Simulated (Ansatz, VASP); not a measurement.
**Hf in VASP and in Ansatz**

The input INCAR:

```
SYSTEM = Hf
PREC     = Accurate       ! precision mode
ENCUT    = 600            ! plane-wave cutoff, eV
EDIFF    = 1E-7           ! SCF threshold, eV
ISMEAR   = -1             ! smearing method
SIGMA    = 0.05           ! smearing width, eV
LREAL    = .False.        ! projectors in reciprocal space
LASPH    = .True.         ! aspherical terms in the spheres
NELM     = 60             ! most SCF steps
ALGO     = Normal         ! electronic algorithm
ISIF     = 3              ! what is computed and relaxed
LWAVE    = .False.        ! write WAVECAR
LCHARG   = .False.        ! write CHGCAR
GGA      = PE             ! functional
IVDW     = 12             ! dispersion correction
IBRION   = 2              ! ionic algorithm
NSW      = 80             ! ionic steps
EDIFFG   = -0.02          ! ionic threshold
```

KPOINTS

```
regular mesh
0
Gamma
  10 10 5
  0 0 0
```

Contents of POSCAR:

```
Hf
1.0
    3.1967000000      0.0000000000      0.0000000000
   -1.5983500000      2.7684234083      0.0000000000
    0.0000000000      0.0000000000      5.0578000000
Hf
2
Direct
    0.6666666667      0.3333333333      0.7500000000
    0.3333333333      0.6666666667      0.2500000000
```

Contents of input.yaml:

```yaml
crystal:
  lattice:
    - [3.1967, 0.0, 0.0]
    - [-1.59835, 2.7684234083, 0.0]
    - [0.0, 0.0, 5.0578]
  atoms:
    - { symbol: Hf, position: [0.6666666667, 0.3333333333, 0.75] }
    - { symbol: Hf, position: [0.3333333333, 0.6666666667, 0.25] }
kpoints:
  mp_grid: { grid: [10, 10, 5] }
scf:
  occupations: { method: fermi_dirac, width: 0.05 }
hamiltonian:
  xc: pbe
  dispersion: d3bj
  pseudopotentials: { kind: all_electron, lapw: { basis_error: 0.001 } }
output:
  forces: true
  stress: true
relax:
  f_tol: 0.02
  max_steps: 60
  cell: {}
```

Alike in both runs: task relaxation of cell and atoms; functional PBE; dispersion D3(BJ); k mesh 10 × 10 × 5; occupations fermi-dirac, width 0.05 eV; no spin polarisation.

|  | VASP | Ansatz |
| --- | --- | --- |
| version | VASP 6.6.1 | Ansatz 0.2.0 |
| potentials or method | VASP PAW PBE potentials, release 64 (Hf_pv) | all-electron LAPW, scalar-relativistic |
| plane-wave cutoff (eV) | 600 | see its input |

Ansatz gave:

| Quantity | Value |
| --- | --- |
| relaxed volume (Å³/atom) | 21.81 |
| relaxed cell length with the largest relative difference (Å) | 5.010 |
| energy change over the relaxation (meV/atom) | -5 |

Problem. What did VASP give for the same quantities?

Solution. Relaxed volume (Å³/atom): 21.73; relaxed cell length with the largest relative difference (Å): 5.004; energy change over the relaxation (meV/atom): -7.

Ansatz ran all-electron here, so the differences hold the error of VASP's frozen core and of both bases.

Caveats: pairwise dispersion overbinds metals, which lowers pressure and volume (VASP). The runs have no spin-orbit coupling, so splittings on Hf are missing.
